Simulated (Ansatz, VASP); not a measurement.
**AlRu in VASP and in Ansatz**

INCAR

```
SYSTEM = AlRu
ALGO = Normal
EDIFF = 1E-8
ENCUT = 520
GGA = PE
ISIF = 2
ISMEAR = -1
LASPH = .True.
LCHARG = .False.
LEFG = .True.
LREAL = .False.
LWAVE = .False.
NBANDS = 16
NELM = 100
PREC = Accurate
SIGMA = 0.02
```

Contents of KPOINTS:

```
k-points
0
Gamma
  15 15 15
  0 0 0
```

The input POSCAR:

```
AlRu
1.0
    2.9916000000      0.0000000000      0.0000000000
    0.0000000000      2.9916000000      0.0000000000
    0.0000000000      0.0000000000      2.9916000000
Al Ru
1 1
Direct
    0.0000000000      0.0000000000      0.0000000000
    0.5000000000      0.5000000000      0.5000000000
```

Input for Ansatz:

```yaml
crystal:
  lattice:
    - [2.9916, 0.0, 0.0]
    - [0.0, 2.9916, 0.0]
    - [0.0, 0.0, 2.9916]
  atoms:
    - { symbol: Al, position: [0.0, 0.0, 0.0] }
    - { symbol: Ru, position: [0.5, 0.5, 0.5] }
kpoints:
  mp_grid: { grid: [15, 15, 15] }
scf:
  occupations: { method: fermi_dirac, width: 0.02 }
hamiltonian:
  xc: pbe
  pseudopotentials: { kind: paw, frozen_core: stored }
output:
  forces: true
  stress: true
  populations: true
  efg: { quadrupole_moments_barn: { Al: 0.1466, Ru: 0.079 } }
```

Alike in both runs: task electric field gradients; functional PBE; k mesh 15 × 15 × 15; occupations fermi-dirac, width 0.02 eV; no spin polarisation.

|  | VASP | Ansatz |
| --- | --- | --- |
| version | VASP 6.6.1 | Ansatz 0.2.0 |
| potentials or method | VASP PAW PBE potentials, release 64 (Al, Ru_pv) | plane-wave PAW, scalar-relativistic |
| plane-wave cutoff (eV) | 520 | 420 |
| valence electrons in the cell | 17 | 19 |

```tsv
	VASP	Ansatz	Ansatz less VASP
pressure (GPa)	2.5	2.5	+0.03
Vzz of the field gradient on the site that differs most (V/Å²)	0.0	0.0	0.00
```

The two sets of potentials don't hold the same shells in valence. Ansatz warned: «gradients_without_spin_orbit».
